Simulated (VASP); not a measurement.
# CaS (Oldhamite): equation of state with PBE

CaS (Oldhamite):

```xyz
2
Lattice="0.0000 2.8430 2.8430 2.8430 0.0000 2.8430 2.8430 2.8430 0.0000" Properties=species:S:1:pos:R:3 pbc="T T T"
Ca    0.0000    0.0000    0.0000
S     2.8430    2.8430    2.8430
```

| Property | Result |
| --- | --- |
| Program | VASP 6.6.1 |
| Task | equation of state |
| Functional | PBE |
| Potentials or basis | VASP PAW PBE potentials, release 64 (Ca_sv, S) |
| Cutoff | 520 eV |
| k mesh | 8 × 8 × 8 |
| Occupations | fermi-dirac, width 0.05 eV |
| Spin | no spin polarisation |

The equilibrium volume is 23.38 Å³/atom, the bulk modulus is 57 GPa and the pressure derivative of the bulk modulus is 4.1.

Energy against volume, from the lowest point:
| volume (Å³/atom) | energy (meV/atom) |
| --- | --- |
| 21.600 | 27.35 |
| 22.060 | 14.50 |
| 22.519 | 5.92 |
| 22.979 | 1.20 |
| 23.439 | 0.00 |
| 23.898 | 1.96 |
| 24.358 | 6.78 |

All runs of the series together: 2.3 min on 1 thread of Intel(R) Xeon(R) Platinum 8488C (Sapphire Rapids) (shared host).

PBE usually gives volumes a little too large and moduli too small. Zero-point motion and thermal expansion aren't in these numbers.
